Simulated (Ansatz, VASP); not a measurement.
**NaH6 in VASP and in Ansatz**

```
Na H
1.0
     4.03353    0.00000    0.00000
     0.00000    4.03353    0.00000
     0.00000    0.00000    4.03353
Na H
1 6
Cartesian
  0.0000 0.0000 0.0000
  0.4067 2.0168 2.0168
  2.0168 0.4067 2.0168
  3.6268 2.0168 2.0168
  2.0168 3.6268 2.0168
  2.0168 2.0168 0.4067
  2.0168 2.0168 3.6268
```

Change from the starting cell: species swapped into the YbB6 type (Pm-3m, No. 221).

Alike in both runs: functional PBE; k mesh 10 × 10 × 10; occupations gaussian, width 0.1 eV; no spin polarisation.

Ansatz relaxed the structure, and its values are those at the end. VASP's run is a single point on that final structure, the one shown.

```csv
,VASP,Ansatz
version,VASP 6.6.1,Ansatz 0.2.0
potentials or method,"VASP PAW PBE potentials, release 64 (Na_pv, H)","scalar-relativistic, plane waves, PAW"
plane-wave cutoff (eV),520,420
valence electrons in the cell,13,15
```

```tsv
	VASP	Ansatz	Ansatz less VASP
gap on the k mesh at the Fermi level (eV)	none	none	-
pressure (GPa)	-0.2	0.0	+0.20
```

A gap of «none» marks a metal or a gap that the smearing closes. The two sets of potentials don't hold the same shells in valence.
